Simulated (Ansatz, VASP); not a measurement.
# Two plane-wave programs on LiH

Contents of INCAR:

```
SYSTEM = LiH
ALGO = Normal
EDIFF = 1E-7
ENCUT = 520
GGA = PS
ISIF = 2
ISMEAR = 0
LASPH = .True.
LCHARG = .False.
LREAL = .False.
LWAVE = .False.
NBANDS = 9
NELM = 100
PREC = Accurate
SIGMA = 0.05
```

Contents of KPOINTS:

```
k-points
0
Gamma
  10 10 10
  0 0 0
```

Contents of POSCAR:

```
LiH
1.0
    0.0000000000      1.9512000000      1.8699000000
    1.9512000000      0.0000000000      1.8699000000
    1.9512000000      1.9512000000      0.0000000000
Li H
1 1
Direct
    0.0000000000      0.0000000000      0.0000000000
    0.5000000000      0.5000000000      0.5000000000
```

Input for Ansatz:

```yaml
crystal:
  lattice:
    - [0.0, 1.9512, 1.8699]
    - [1.9512, 0.0, 1.8699]
    - [1.9512, 1.9512, 0.0]
  atoms:
    - { symbol: Li, position: [0.0, 0.0, 0.0] }
    - { symbol: H, position: [0.5, 0.5, 0.5] }
basis:
  ecutwfc: 420
kpoints:
  mp_grid: { grid: [10, 10, 10] }
hamiltonian:
  xc: pbesol
scf:
  occupations: { method: gaussian, width: 0.05 }
output:
  forces: true
  stress: true
  eigenvalues: true
```

Change from the starting cell: strain -0.040 along x and y, -0.080 along z, atoms carried along.

Alike in both runs: task single point; functional PBEsol; k mesh 10 × 10 × 10; occupations gaussian, width 0.05 eV; no spin polarisation.

```csv
,VASP,Ansatz
version,VASP 6.6.1,Ansatz 0.2.0
potentials or method,"VASP PAW PBE potentials, release 64 (Li_sv, H)","scalar-relativistic, plane waves, PAW"
plane-wave cutoff (eV),520,420
valence electrons in the cell,4,4
```

```csv
,VASP,Ansatz,Ansatz less VASP
gap on the k mesh at the Fermi level (eV),2.20,2.19,-0.002
least direct gap on the mesh (eV),2.54,2.54,-0.001
```

 A k mesh can miss the band edges.
